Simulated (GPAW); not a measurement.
Runs of GPAW 26.7.0 on AlN. The structure is hexagonal, space group P6_3mc (No. 186). The conventional cell has a = 3.113 Å, b = 3.113 Å, c = 4.981 Å, α = 90.00°, β = 90.00°, γ = 120.00°. Al (site symmetry 3m) is surrounded by 4 N at 1.89 Å. N (site symmetry 3m) is surrounded by 4 Al at 1.89 Å. 

```tsv
task	level	potentials or basis	cell	k mesh	cutoff (eV)	maxiter	band path	band points	optimizer	fmax	grid spacing	other keys	gap on the mesh (eV)	pressure (GPa)	largest force (eV/Å)
band structure	PBE	GPAW PAW data sets (gpaw-data 1.2.1), fd	as given	7 × 7 × 4	-	150	GMKGALHA,LM,KH	60	-	-	0.2 Å	-	4.25	-	-
relaxation of cell and atoms	PBEsol+D4	PAW data sets generated in the run's folder for this functional, pw	relaxed	7 × 7 × 4	800	150	-	-	FIRE	0.02 eV/Å	-	-	4.19	-0.2	0.02
single point	PBE	GPAW PAW data sets (gpaw-data 1.2.1), pw	as given	8 × 8 × 5	600	80	-	-	-	-	-	-	4.20	(b)	(a)
phonons	rSCAN	GPAW PAW data sets (gpaw-data 1.2.1), pw	relaxed	7 × 7 × 4	680	75	-	-	-	-	-	several, not listed	5.06	0.0	-
```

Alike in all rows: no spin polarisation; smearing fermi-dirac 0.05 eV.

Question: Fill in the values left out.

Answer: (a) 0.13; (b) -1.6.

Caveats: the cutoff is short for stress and forces, so pressures can be off by a GPa or more (some runs); the real-space grid adds noise to forces (some runs); the forces don't sum to zero, a sign of grid noise (some runs); later steps reuse the first step's grids (some runs); the LO-TO splitting is left out (some runs); the PAW data sets were made with another functional, which shifts forces and pressure a little (some runs).

